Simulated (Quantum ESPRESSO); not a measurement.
Set up this calculation in Quantum ESPRESSO 7.5, as the native input.

```
Task                : band structure
Functional          : HLE16
Potentials or basis : PseudoDojo 0.4.1 SR PBE standard
Cutoff              : 762 eV
Density cutoff      : 3048 eV
k mesh              : 8 × 8 × 8
Occupations         : fermi-dirac, width 0.05 eV
Spin                : no spin polarisation
Mixing beta         : 0.5
Most SCF iterations : 120
SCF threshold       : 4e-10 Ry
```

The system is PbS (Galena).

```
Pb S
1.0
     0.00000    2.96575    2.96575
     2.96575    0.00000    2.96575
     2.96575    2.96575    0.00000
Pb S
1 1
Direct
  0.00000 0.00000 0.00000
  0.50000 0.50000 0.50000
```

One way to write it, as run:

pw.in

```
&CONTROL
  calculation = 'scf'
  prefix = 'pwscf'
  outdir = './tmp'
  pseudo_dir = './pseudo'
  tprnfor = .true.
  tstress = .true.
  disk_io = 'low'
/
&SYSTEM
  ibrav = 0
  nat = 2
  ntyp = 2
  ecutwfc = 56
  nbnd = 16
  input_dft = 'XC-000I-000I-545L-000I-000I-000I'
  occupations = 'smearing'
  smearing = 'fd'
  degauss = 0.00367493
/
&ELECTRONS
  conv_thr = 4d-10
  electron_maxstep = 120
  mixing_beta = 0.5
/
ATOMIC_SPECIES
Pb   207.2000 Pb.upf
S     32.0600 S.upf
CELL_PARAMETERS bohr
   0.0000000000    5.6044552541    5.6044552541
   5.6044552541    0.0000000000    5.6044552541
   5.6044552541    5.6044552541    0.0000000000
ATOMIC_POSITIONS bohr
Pb     0.0000000000    0.0000000000    0.0000000000
S      5.6044552541    5.6044552541    5.6044552541
K_POINTS automatic
8 8 8 0 0 0
```

bands.in

```
&CONTROL
  calculation = 'bands'
  prefix = 'pwscf'
  outdir = './tmp'
  pseudo_dir = './pseudo'
  disk_io = 'low'
  verbosity = 'high'
/
&SYSTEM
  ibrav = 0
  nat = 2
  ntyp = 2
  ecutwfc = 56
  nbnd = 16
  input_dft = 'XC-000I-000I-545L-000I-000I-000I'
  occupations = 'smearing'
  smearing = 'fd'
  degauss = 0.00367493
/
&ELECTRONS
  conv_thr = 1d-08
  electron_maxstep = 120
  mixing_beta = 0.5
  diago_full_acc = .true.
/
ATOMIC_SPECIES
Pb   207.2000 Pb.upf
S     32.0600 S.upf
CELL_PARAMETERS bohr
   0.0000000000    5.6044552541    5.6044552541
   5.6044552541    0.0000000000    5.6044552541
   5.6044552541    5.6044552541    0.0000000000
ATOMIC_POSITIONS bohr
Pb     0.0000000000    0.0000000000    0.0000000000
S      5.6044552541    5.6044552541    5.6044552541
K_POINTS crystal
60
 0.0000000000  0.0000000000  0.0000000000 1
 0.0625000000  0.0000000000  0.0625000000 1
 0.1250000000  0.0000000000  0.1250000000 1
 0.1875000000  0.0000000000  0.1875000000 1
 0.2500000000  0.0000000000  0.2500000000 1
 0.3125000000  0.0000000000  0.3125000000 1
 0.3750000000  0.0000000000  0.3750000000 1
 0.4375000000  0.0000000000  0.4375000000 1
 0.5000000000  0.0000000000  0.5000000000 1
 0.5000000000  0.0625000000  0.5625000000 1
 0.5000000000  0.1250000000  0.6250000000 1
 0.5000000000  0.1875000000  0.6875000000 1
 0.5000000000  0.2500000000  0.7500000000 1
 0.4375000000  0.3125000000  0.7500000000 1
 0.3750000000  0.3750000000  0.7500000000 1
 0.3375000000  0.3375000000  0.6750000000 1
 0.3000000000  0.3000000000  0.6000000000 1
 0.2625000000  0.2625000000  0.5250000000 1
 0.2250000000  0.2250000000  0.4500000000 1
 0.1875000000  0.1875000000  0.3750000000 1
 0.1500000000  0.1500000000  0.3000000000 1
 0.1125000000  0.1125000000  0.2250000000 1
 0.0750000000  0.0750000000  0.1500000000 1
 0.0375000000  0.0375000000  0.0750000000 1
 0.0000000000  0.0000000000  0.0000000000 1
 0.0625000000  0.0625000000  0.0625000000 1
 0.1250000000  0.1250000000  0.1250000000 1
 0.1875000000  0.1875000000  0.1875000000 1
 0.2500000000  0.2500000000  0.2500000000 1
 0.3125000000  0.3125000000  0.3125000000 1
 0.3750000000  0.3750000000  0.3750000000 1
 0.4375000000  0.4375000000  0.4375000000 1
 0.5000000000  0.5000000000  0.5000000000 1
 0.5250000000  0.4500000000  0.5250000000 1
 0.5500000000  0.4000000000  0.5500000000 1
 0.5750000000  0.3500000000  0.5750000000 1
 0.6000000000  0.3000000000  0.6000000000 1
 0.6250000000  0.2500000000  0.6250000000 1
 0.5833333333  0.2500000000  0.6666666667 1
 0.5416666667  0.2500000000  0.7083333333 1
 0.5000000000  0.2500000000  0.7500000000 1
 0.5000000000  0.2857142857  0.7142857143 1
 0.5000000000  0.3214285714  0.6785714286 1
 0.5000000000  0.3571428571  0.6428571429 1
 0.5000000000  0.3928571429  0.6071428571 1
 0.5000000000  0.4285714286  0.5714285714 1
 0.5000000000  0.4642857143  0.5357142857 1
 0.5000000000  0.5000000000  0.5000000000 1
 0.4821428571  0.4821428571  0.5357142857 1
 0.4642857143  0.4642857143  0.5714285714 1
 0.4464285714  0.4464285714  0.6071428571 1
 0.4285714286  0.4285714286  0.6428571429 1
 0.4107142857  0.4107142857  0.6785714286 1
 0.3928571429  0.3928571429  0.7142857143 1
 0.3750000000  0.3750000000  0.7500000000 1
 0.6250000000  0.2500000000  0.6250000000 1
 0.5937500000  0.1875000000  0.5937500000 1
 0.5625000000  0.1250000000  0.5625000000 1
 0.5312500000  0.0625000000  0.5312500000 1
 0.5000000000  0.0000000000  0.5000000000 1
```

Potentials or basis: PseudoDojo 0.4.1 SR PBE standard.

The run is started by

```sh
$ OMP_NUM_THREADS=1 pw.x -in pw.in > pw.out
$ OMP_NUM_THREADS=1 pw.x -in bands.in > bands.out
```

Results of the run:

The pressure is -4.6 GPa, the band gap on the k mesh is 1.48 eV, direct and the band gap along the path is 1.48 eV, direct.

Caveat: the potentials were made for another functional, which shifts forces and pressure; the potentials were made for a functional far from this one; spin-orbit coupling is left out, which as a rule narrows the gap of such compounds by several tenths of an eV.

Wall time 90 s on 1 thread of Arm Neoverse N1, with other jobs on the host, peak memory 0.09 GiB.
